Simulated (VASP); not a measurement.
**CdSe (Cadmoselite): relaxation of cell and atoms with r2SCAN**

The system is CdSe (Cadmoselite).

```xyz
4
Lattice="4.3471 0.0000 0.0000 -2.1736 3.7647 0.0000 0.0000 0.0000 7.0849" Properties=species:S:1:pos:R:3 pbc="T T T"
Cd    0.0000    2.5098    0.0320
Cd    2.1736    1.2549    3.5744
Se    0.0000    2.5098    2.6957
Se    2.1736    1.2549    6.2381
```

* Program: VASP 6.6.1
* Task: relaxation of cell and atoms
* Functional: r2SCAN
* Potentials or basis: VASP PAW PBE potentials, release 64 (Cd, Se)
* Cutoff: 600 eV
* k mesh: 9 × 9 × 4
* Occupations: gaussian, width 0.03 eV
* Spin: no spin polarisation
* Further INCAR settings: ALGO = Normal; EDIFF = 1e-07; IBRION = 2; EDIFFG = -0.005; NSW = 90; ISIF = 3

The relaxed volume is 28.97 Å³/atom, the relaxed cell is a = 4.345 Å, b = 4.345 Å, c = 7.085 Å, α = 90.00°, β = 90.00°, γ = 120.00° and the space group after relaxing (to 0.05 Å) is P6_3mc (No. 186). The energy gained by relaxing is 0.0 meV/atom. The ionic steps are 2, the pressure after relaxing is 0.0 GPa and the band gap on the k mesh is 1.09 eV, direct.

Final structure:
```
Cd Se
1.0
     4.34550    0.00000    0.00000
    -2.17275    3.76331    0.00000
     0.00000    0.00000    7.08548
Cd Se
2 2
Cartesian
  0.0000 2.5089 0.0319
  2.1727 1.2544 3.5746
  0.0000 2.5089 2.6960
  2.1727 1.2544 6.2388
```

Levels at points of the mesh, in eV from the valence-band top:
| k point | band 16 | band 17 | band 18 | band 19 | band 20 | band 21 |
| --- | --- | --- | --- | --- | --- | --- |
| (0.00, 0.00, 0.00) | -0.04 | 0.00 | 0.00 | 1.09 | 2.63 | 6.38 |
| (0.00, 0.00, 0.50) | -0.38 | -0.38 | -0.38 | 2.77 | 2.77 | 6.26 |

Run time: 7.1 min on 1 thread of Intel(R) Xeon(R) 6975P-C (Granite Rapids), with other jobs on the host, peak memory 0.36 GiB.

Caveat: the PAW data sets were made with another functional, which shifts forces and pressure a little. r2SCAN opens gaps a little over a GGA but as a rule still falls short of measured ones.
